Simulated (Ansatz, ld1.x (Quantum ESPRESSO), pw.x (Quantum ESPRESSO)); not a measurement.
# From atom to crystal: PAW potential for Zr

```json
{
  "Element": "zirconium (Zr)",
  "Generator": "ld1.x (Quantum ESPRESSO) 7.5",
  "Type": "PAW",
  "Functional": "PBE",
  "Relativity": "scalar-relativistic",
  "Frozen core": "[Ar] 3d10",
  "Valence charge": "12",
  "Reference configuration": "4s2 4p6 4d2 5s2 5p0",
  "Partial waves": "4s (bound): rcut 1.80, rcutus 1.95 bohr; 5s (bound): rcut 1.80, rcutus 1.95 bohr; 4p (bound): rcut 1.80, rcutus 2.15 bohr; 5p (bound, empty): rcut 1.80, rcutus 2.15 bohr; 4d (bound): rcut 2.15, rcutus 3.00 bohr; 4d channel at 0.1 Ry: rcut 2.15, rcutus 3.00 bohr",
  "Local potential": "all-electron potential smoothed inside 2.40 bohr (lloc = -2)",
  "Core correction": "Bessel-smoothed model core, default radius (core density twice the valence density)",
  "Augmentation charge": "BESSEL, radius 1.75 bohr"
}
```

Atomic tests: cutoffs needed: 21 Ry and 30 Ry (the cutoffs (Ry, on a coarse ladder) from which the occupation-weighted sum of valence levels, in a spherical-Bessel basis at the reference potential, stays within 10 and 1 mRy of its value at 400 Ry); ghost test: no extra level below or beside the all-electron valence levels (s, p, d, f tested) (spherical-Bessel basis up to 400 Ry, 20 bohr box); largest excitation error: -33 meV (all-electron minus pseudo) for 4s2 4p5 4d2 5s2 5p0, out of 7 test configurations.

Crystal test: bcc Zr in pw.x 7.5, no spin, 13³ k-points, Fermi–Dirac smearing 0.01 Ry, cutoffs 40/320 Ry. The reference is all-electron LAPW (Ansatz 0.2.0) with the same functional, mesh and smearing; V0 and B0 come from Birch–Murnaghan fits to the pressures at five volumes. Errors are pseudo minus all-electron; Δ is the rms difference of the E(V) curves that follow from these fits, minima aligned, over ±6 % about the mean V0. Mesh and smearing are coarse, so the numbers serve the comparison and aren't converged zero-temperature values; the lattice is a test structure that the element need not adopt.

All-electron: a0 = 3.582 Å (V0 = 22.98 Å³/atom), B0 = 86.4 GPa.

Problem. How far does the potential miss the all-electron equation of state?

Solution. mean pressure error (GPa): +0.99; a0 (Å): 3.595; a0 error (%): +0.37; B0 error (%): -0.3; Δ (meV/atom): 4.9.

| V (Å³/atom) | P all-electron (GPa) | P pseudo (GPa) |
| --- | --- | --- |
| 21.920 | 4.41 | 5.59 |
| 22.497 | 1.91 | 2.96 |
| 23.074 | -0.34 | 0.66 |
| 23.651 | -2.37 | -1.49 |
| 24.228 | -4.19 | -3.32 |

Problem. At the middle volume, how do free energy and pressure move when the wave cutoff is lowered (ecutrho held at 320 Ry)?

Solution.

| cutoff (Ry) | shift of F (meV/atom) | shift of P (GPa) |
| --- | --- | --- |
| 18 | +417.8 | -5.83 |
| 24 | +96.0 | -2.89 |
| 32 | +4.1 | +0.04 |

The run at the middle volume (84 k-points, 10 iterations) took about 18 s on one core of a shared host (Neoverse-V1, 32 threads, 247 GiB, load 18).
